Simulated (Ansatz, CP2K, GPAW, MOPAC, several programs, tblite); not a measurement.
**Many methods on one cell: Li₂O (antifluorite)**

Antifluorite Li₂O, relaxed with r2SCAN in Ansatz, was computed with several methods. The symmetry is Fm-3m (No. 225, cubic); a = 4.573 Å in the conventional setting, 7.97 Å³ an atom. O has 8 Li at 1.98 Å; Li has 4 O at 1.98 Å. The values are computed, spin-unpolarised, and not measurements.

```cif
data_structure
_symmetry_space_group_name_H-M 'P 1'
_symmetry_Int_Tables_number 1
_cell_length_a 3.2334
_cell_length_b 3.2334
_cell_length_c 3.2334
_cell_angle_alpha 60.000
_cell_angle_beta 60.000
_cell_angle_gamma 60.000
_cell_volume 23.90
loop_
_atom_site_label
_atom_site_type_symbol
_atom_site_fract_x
_atom_site_fract_y
_atom_site_fract_z
_atom_site_occupancy
O1 O 0.00000 0.00000 0.00000 1
Li1 Li 0.25000 0.25000 0.25000 1
Li2 Li 0.75000 0.75000 0.75000 1
```

Gaps and times are for a single point on this cell; volume and bulk modulus come from each method's own relaxation or energy curve at fixed shape. Times are rough, from shared hosts (Arm Neoverse N1), and each method has its own mesh and cell size. A dagger marks a closed or tiny gap in a crystal that DFT finds insulating: a failure of the method or a wrong SCF state. PM6 (MOPAC), PM7 (MOPAC), GFN1-xTB (tblite), GFN2-xTB (tblite) treat a cluster of cells at its zone centre, which samples few k points: where these miss a band edge, the gap comes out too large for that reason alone. Gaps from k meshes are read at a limited set of points (mesh, symmetry points, PBE's band edges), so each method's own least gap may be somewhat smaller. xTB and the PM methods were fitted mostly to molecules, and can miss a solid's gap by electronvolts. Minimal bases can be far off for gaps. GLLB-SC's gap includes the derivative discontinuity. d marks a direct gap, i an indirect one (no mark: not told apart), a dash a value that wasn't computed or didn't pass its checks.

| method | kind | gap (eV) | own volume (Å³/atom) | bulk modulus (GPa) | atoms computed | processor time |
| --- | --- | --- | --- | --- | --- | --- |
| light PBE (260 eV and a coarse mesh) | light plane-wave | 5.19 i | – | – | 3 | 0.73 s |
| PBE | semilocal | 5.05 i | 8.25 | 80 | 3 | 2 s |
| r2SCAN | semilocal | 5.77 i | 7.97 | 87 | 3 | 4 s |
| PM7 (MOPAC) | semi-empirical | 10.12 | – | – | 96 | 7 s |
| PM6 (MOPAC) | semi-empirical | 11.98 | – | – | 96 | 7.2 s |
| GLLB-SC (GPAW) | model potential | 8.97 | – | – | 3 | 7.5 s |
| PBE/single zeta (GPAW) | small basis | 3.48 d | – | – | 3 | 8.8 s |
| GFN1-xTB (tblite) | tight binding | 0.01† | – | – | 96 | 14 s |
| GFN2-xTB (tblite) | tight binding | 0.00† | – | – | 96 | 23 s |
| PBE/SZV (CP2K) | small basis | 3.52 d | – | – | 3 | 42 s |
| PBE/DZVP (CP2K) | small basis | 5.27 i | 8.32 | 80 | 3 | 100 s |

Against r2SCAN (5.77 eV) and with closed or daggered gaps left aside, the nearest gap at the points sampled is that of PBE/DZVP (CP2K) (-0.50 eV) and the farthest that of PM6 (MOPAC) (+6.21 eV). r2SCAN is only a yardstick of convenience: semilocal gaps usually lie below measured ones, which GLLB-SC and hybrids aim to mend.

Volumes against r2SCAN's: PBE +3.5 %, PBE/DZVP (CP2K) +4.4 %.
